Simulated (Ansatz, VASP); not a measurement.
## Two plane-wave programs on Ge

```
Ge
1.0
     0.00000    2.82891    2.82891
     2.82891    0.00000    2.82891
     2.82891    2.82891    0.00000
Ge
2
Cartesian
  4.2434 4.2434 4.2434
  2.8289 2.8289 2.8289
```

Alike in both runs: task single point; functional PBE; k mesh 8 × 8 × 8; occupations gaussian, width 0.028 eV; no spin polarisation.

```csv
,VASP,Ansatz
version,VASP 6.6.1,Ansatz 0.2.0
potentials or method,"VASP PAW PBE potentials, release 64 (Ge_d)",Ansatz PAW
plane-wave cutoff (eV),520,420
valence electrons in the cell,28,28
```

|  | VASP | Ansatz | Ansatz less VASP |
| --- | --- | --- | --- |
| gap on the k mesh at the Fermi level (eV) | 0.03 | 0.03 | -0.005 |
| least direct gap on the mesh (eV) | 0.03 | 0.03 | -0.005 |
| pressure (GPa) | 3.5 | 3.6 | +0.07 |

A k mesh can miss the band edges. As with any semilocal functional, this PBE gap is likely too small.
